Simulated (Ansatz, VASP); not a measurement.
# NbH2: VASP beside Ansatz

```
Nb H
1.0
     2.25898    2.25898    0.00000
    -2.25898    2.25898    0.00000
     0.00000    0.00000    4.51795
Nb H
2 4
Direct
  0.00000 0.00000 0.00000
  0.50000 0.50000 0.50000
  0.00000 0.50000 0.75000
  0.50000 0.00000 0.75000
  0.50000 0.00000 0.25000
  0.00000 0.50000 0.25000
```

Alike in both runs: task single point; functional PBEsol; k mesh 12 × 12 × 8; occupations gaussian, width 0.1 eV; no spin polarisation.

```csv
,VASP,Ansatz
version,VASP 6.6.1,Ansatz 0.2.0
potentials or method,"VASP PAW PBE potentials, release 64 (Nb_sv, H)","scalar-relativistic, plane waves, PAW"
plane-wave cutoff (eV),520,420
valence electrons in the cell,30,30
```

|  | VASP | Ansatz | Ansatz less VASP |
| --- | --- | --- | --- |
| gap on the k mesh at the Fermi level (eV) | none | none | - |
| pressure (GPa) | -0.4 | 0.0 | +0.46 |

A gap of «none» marks a metal or a gap that the smearing closes. With one functional, cell and mesh, what is left measures potentials, basis and numerics.

Caveats: the PAW data sets were made with another functional, which shifts forces and pressure a little (VASP).
